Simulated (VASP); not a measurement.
# SnO (P4/nmm) in VASP: a series of runs, part 2 of 2

VASP 6.6.1.

## Step 4: Single point, r2SCAN

INCAR

```
SYSTEM = SnO
PREC = Accurate
ENCUT = 520
EDIFF = 1E-7
ISMEAR = 0
SIGMA = 0.02
LREAL = .FALSE.
LASPH = .TRUE.
NELM = 60
ALGO = Normal
ISIF = 2
LWAVE = .FALSE.
LCHARG = .TRUE.
METAGGA = R2SCAN
LMIXTAU = .TRUE.
LELF = .TRUE.
LVHAR = .TRUE.
```

KPOINTS

```
Automatic mesh
0
G
  8 8 6
  0 0 0
```

POSCAR

```
SnO
1.0
    3.8020000000      0.0000000000      0.0000000000
    0.0000000000      3.8020000000      0.0000000000
    0.0000000000      0.0000000000      4.8360000000
Sn O
2 2
Direct
    0.0000000000      0.5000000000      0.2385000000
    0.5000000000      0.0000000000      0.7615000000
    0.0000000000      0.0000000000      0.0000000000
    0.5000000000      0.5000000000      0.0000000000
```

The run is started by

```bash
$ cat potpaw_PBE.64/Sn_d/POTCAR potpaw_PBE.64/O/POTCAR > POTCAR
$ mpirun -np 1 vasp_std > vasp.out
```

It took 4 min on 1 thread of Intel Xeon Platinum 8488C (Sapphire Rapids), shared host; peak memory 0.21 GiB.

The run converged. Its results:

```
Free energy            : -66.9003 eV
Pressure               : 0.7 GPa
Largest force          : 0.018 eV/Å
Band gap on the k mesh : 0.14 eV, indirect (least direct gap 2.29 eV)
```

Forces on the atoms (eV/Å):
```
Sn   0.000  0.000 -0.018
Sn   0.000  0.000  0.018
O    0.000  0.000  0.000
O    0.000  0.000  0.000
```

Stress tensor (GPa, compression positive):
```
0.77 0.00 0.00
0.00 0.77 0.00
0.00 0.00 0.49
```

Levels at points of the mesh, in eV from the valence-band top:
```csv
k point,band 16,band 17,band 18,band 19,band 20,band 21,band 22,band 23,band 24
"(0.00, 0.00, 0.00)",-6.74,-3.91,-3.59,-3.59,0.00,2.42,4.63,4.82,4.82
"(0.50, 0.00, 0.00)",-5.43,-5.28,-5.28,-3.01,-3.01,3.46,3.46,6.16,6.17
"(0.50, 0.50, 0.00)",-5.58,-2.91,-2.91,-2.15,-2.15,0.14,0.14,4.73,4.73
"(0.00, 0.00, 0.50)",-3.97,-3.60,-3.60,-3.09,-2.58,1.99,3.07,3.07,3.79
"(0.50, 0.00, 0.50)",-5.89,-5.25,-5.25,-2.04,-2.04,2.78,2.78,5.65,5.65
"(0.50, 0.50, 0.50)",-6.02,-2.94,-2.94,-2.91,-2.91,2.42,2.42,4.38,4.38
```

Caveat: the PAW data sets were made with another functional, which shifts forces and pressure a little; spin-orbit coupling is left out, which moves the levels of the heavy elements. A k mesh can miss the band edges.

## Step 5: Relaxation of cell and atoms, optB88-vdW

INCAR

```
PREC = Accurate
ENCUT = 520
EDIFF = 1E-6
ISMEAR = 0
SIGMA = 0.02
LREAL = False
LASPH = True
NELM = 100
ALGO = Normal
ISIF = 3
LWAVE = False
LCHARG = False
GGA = BO
LUSE_VDW = True
AGGAC = 0.0
PARAM1 = 0.1833333333
PARAM2 = 0.22
IBRION = 2
NSW = 60
EDIFFG = -0.003
```

KPOINTS

```
Automatic mesh
0
Gamma
  8 8 6
```

POSCAR is that of step 4.

The run is started by

```bash
$ cat potpaw_PBE.64/Sn_d/POTCAR potpaw_PBE.64/O/POTCAR > POTCAR
$ mpirun -np 1 vasp_std > vasp.out
```

It took 8.3 min on 1 thread of Intel Xeon 6975P-C (Granite Rapids), shared host; peak memory 0.42 GiB.

It converged, with:

| Quantity | Value |
| --- | --- |
| Free energy | -13.2743 eV |
| Relaxed volume | 18.26 Å³/atom |
| Relaxed cell | a = 3.859 Å, b = 3.859 Å, c = 4.904 Å, α = 90.00°, β = 90.00°, γ = 90.00° |
| Space group after relaxing (to 0.05 Å) | P4/nmm (No. 129) |
| Energy gained by relaxing | 8.2 meV/atom |
| Ionic steps | 18 |
| Pressure after relaxing | 0.0 GPa |
| Band gap on the k mesh | 0.39 eV, indirect (least direct gap 2.13 eV) |

The path:
```
step  energy change (eV)  largest force (eV/Å)  pressure (GPa)  volume (Å³)
   1              0.0000                0.4357            3.77        69.91
   2             -0.0031                0.6657           -2.88        74.14
   3             -0.0297                0.1554            0.14        72.03
   4             -0.0297                0.1438            0.23        71.99
   5             -0.0318                0.0659            0.13        72.28
   6             -0.0323                0.0162            0.10        72.47
   7             -0.0323                0.0073            0.09        72.51
   8             -0.0324                0.0211           -0.03        72.64
   9             -0.0325                0.0353           -0.13        72.77
  10             -0.0325                0.0306           -0.11        72.78
  11             -0.0327                0.0161           -0.04        72.84
  12             -0.0328                0.0127            0.08        72.95
  13             -0.0328                0.0053            0.02        73.03
  14             -0.0328                0.0049           -0.01        73.04
  15             -0.0328                0.0028            0.03        73.03
  16             -0.0328                0.0055            0.01        73.04
  17             -0.0328                0.0053            0.02        73.04
  18             -0.0328                0.0001            0.01        73.04
```

Final structure:
```xyz
4
Lattice="3.8593 0.0000 0.0000 0.0000 3.8593 0.0000 0.0000 0.0000 4.9039" Properties=species:S:1:pos:R:3 pbc="T T T"
Sn    0.0000    1.9296    1.1617
Sn    1.9296    0.0000    3.7422
O     0.0000    0.0000    0.0000
O     1.9296    1.9296    0.0000
```

Levels at points of the mesh, in eV from the valence-band top:
```csv
k point,band 16,band 17,band 18,band 19,band 20,band 21,band 22,band 23,band 24
"(0.00, 0.00, 0.00)",-5.78,-3.12,-2.84,-2.84,0.00,2.14,4.44,4.74,4.74
"(0.50, 0.00, 0.00)",-4.57,-4.42,-4.42,-2.42,-2.42,3.22,3.22,5.86,5.86
"(0.50, 0.50, 0.00)",-4.69,-2.20,-2.20,-1.80,-1.80,0.39,0.39,4.68,4.68
"(0.00, 0.00, 0.50)",-3.21,-3.18,-2.86,-2.86,-1.91,1.78,3.10,3.10,3.73
"(0.50, 0.00, 0.50)",-5.01,-4.38,-4.38,-1.55,-1.55,2.67,2.67,5.43,5.43
"(0.50, 0.50, 0.50)",-5.11,-2.52,-2.52,-2.21,-2.21,2.60,2.60,4.07,4.07
```

Caveat: the PAW data sets were made with another functional, which shifts forces and pressure a little; spin-orbit coupling is left out, which moves the levels of the heavy elements. A k mesh can miss the band edges.

## Step 6: The runs side by side

| task | level | cell | k mesh | grid for exact exchange (PRECFOCK) | exchange at q = 0 | gap on the mesh (eV) | pressure (GPa) | relaxed volume (Å³/atom) | largest force (eV/Å) |
| --- | --- | --- | --- | --- | --- | --- | --- | --- | --- |
| single point | PBE0 | as given | 6 × 6 × 4 | Fast | default | 1.02 | -0.1 | - | 0.20 |
| relaxation of cell and atoms | PBEsol | relaxed | 8 × 8 × 6 | - | - | none | 0.0 | 17.13 | - |
| single point | r2SCAN | as given | 8 × 8 × 6 | - | - | 0.14 | 0.7 | - | 0.02 |
| relaxation of cell and atoms | optB88-vdW | relaxed | 8 × 8 × 6 | - | - | 0.39 | 0.0 | 18.26 | - |

Alike in all rows: potentials or basis VASP PAW PBE potentials, release 64 (Sn_d, O); no spin polarisation; cutoff (eV) 520; smearing gaussian 0.02 eV.

Caveats: the PAW data sets were made with another functional, which shifts forces and pressure a little; spin-orbit coupling is left out, which moves the levels of the heavy elements (some runs).

Total energies depend on the potentials used, so only differences within one code and one set of settings carry meaning.
